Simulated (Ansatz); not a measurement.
**SiNi3 in Ansatz: the effect of functional**

SiNi3:

```
CELL_PARAMETERS angstrom
3.49413 0.00000 0.00000
0.00000 3.49413 0.00000
0.00000 0.00000 3.49413
ATOMIC_POSITIONS crystal
Ni 0.50000 0.50000 0.00000
Ni 0.50000 0.00000 0.50000
Ni 0.00000 0.50000 0.50000
Si 0.00000 0.00000 0.00000
```

The cell isn't the ideal one: volume scaled by 0.96.

Alike in all runs:

* Program: Ansatz 0.2.0
* Task: single point
* Potentials or basis: Ansatz PAW
* k mesh: 8 × 8 × 8
* Occupations: fermi-dirac, width 0.05 eV
* Spin: collinear spin, ferromagnetic start
* Starting moments: [1.0, 1.0, 1.0, 0.0] μB

| functional | cutoff | pressure (GPa) | moment (μB) |
| --- | --- | --- | --- |
| LDA | 420 eV (not typed: the program's choice for these potentials) | ? | ? |
| PBEsol | 420 eV (not typed: the program's choice for these potentials) | -6.4 | 0.00 |
| r2SCAN | 500 eV (not typed: the program's choice for these potentials) | -5.7 | 0.14 |

Q: What does the run with functional LDA give?

A: Pressure -13.0 GPa; moment 0.00 μB.

Caveats: the PAW data sets come from PBE, with cores solved anew for the run's functional, which leaves a small shift of forces and pressure; the starting moments weren't kept; the magnetic or orbital state may not be the lowest (some runs).

Runs at the PBE level aren't shown here.
